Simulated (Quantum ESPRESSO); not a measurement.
Crystal: GaN.

```
CELL_PARAMETERS angstrom
0.00000 2.25350 2.25350
2.25350 0.00000 2.25350
2.25350 2.25350 0.00000
ATOMIC_POSITIONS crystal
Ga 0.00000 0.00000 0.00000
N 0.25000 0.25000 0.25000
```

The cell is a database's computed one.

* Program: Quantum ESPRESSO 7.5
* Task: phonons
* Functional: LDA
* Potentials or basis: GBRV 1.5 LDA
* Cutoff: 762 eV
* Density cutoff: 6095 eV
* k mesh: 6 × 6 × 6, shifted
* Occupations: fermi-dirac, width 0.05 eV
* Spin: no spin polarisation
* Form of the LDA correlation: PZ81
* Mixing beta: 0.5
* Most SCF iterations: 120
* SCF threshold: 4e-10 Ry

The cell and the atoms were relaxed first, to 11.10 Å³/atom (a = 3.155 Å, b = 3.155 Å, c = 3.155 Å, α = 60.00°, β = 60.00°, γ = 60.00°), and the response was taken there.

The first run showed a gap, so the response started from a second, tighter run with fixed occupations.

Q: Where do the zone-centre optical modes lie?

A: T2 at 552 cm⁻¹ (IR and Raman). Polar modes are given without the macroscopic field (transverse values).

Optical modes at Γ, degenerate ones joined, polar ones without the macroscopic field:
```csv
cm⁻¹,components,symmetry,active in,"IR intensity, summed ((D/Å)²/amu)"
552,3,T2,IR and Raman,41.33
```

Zone-centre frequencies without and with the macroscopic field along z (cm⁻¹):
```
                optical modes in rising order
       without                    552 552 552
with the field                    552 552 731
```

Born effective charge tensors (e):
atom 1, Ga
```
2.64 0.00 0.00
0.00 2.64 0.00
0.00 0.00 2.64
```
atom 2, N
```
-2.64  0.00  0.00
 0.00 -2.64  0.00
 0.00  0.00 -2.64
```
